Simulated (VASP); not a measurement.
Here is a VASP 6.6.1 calculation.

Contents of INCAR:

```
PREC = Accurate
ENCUT = 520
EDIFF = 1E-6
ISMEAR = -1
SIGMA = 0.02
LREAL = False
LASPH = True
NELM = 60
ALGO = Normal
ISIF = 2
LWAVE = False
LCHARG = True
GGA = PE
LELF = True
LVHAR = True
NBANDS = 15
```

Contents of KPOINTS:

```
regular mesh
0
Gamma
  8 8 8
```

Contents of POSCAR:

```
CaSe
1.0
    0.0000000000      2.9675306062      2.9675306062
    2.9675306062      0.0000000000      2.9675306062
    2.9675306062      2.9675306062      0.0000000000
Ca Se
1 1
Direct
    0.0000000000      0.0000000000      0.0000000000
    0.5000000000      0.5000000000      0.5000000000
```

Potentials or basis: VASP PAW PBE potentials, release 64 (Ca_sv, Se).

The run is started by

```sh
$ cat potpaw_PBE.64/Ca_sv/POTCAR potpaw_PBE.64/Se/POTCAR > POTCAR
$ mpirun -np 1 vasp_std > vasp.out
```

Problem. Estimate the band gap on the k mesh.

Solution. 2.05 eV, indirect (least direct gap 2.97 eV).

Problem. Predict the pressure.

Solution. 0.7 GPa.

**Experimental background.**

From a printed reference work, monograph, original work of 1988, for a bulk crystal of CaSe at 2 K: band gap 3.85 eV (indirect).

Measured gap of CaSe: 3.85 eV (indirect; 2 K; a printed reference work, monograph, original work of 1988). This calculation gives 2.05 eV (-1.80 eV). Spin-orbit coupling on Se is left out. The value is that of PBE on a finite k mesh, which can miss the band edges, without temperature or zero-point motion. Semilocal functionals fall short of measured gaps as a rule.
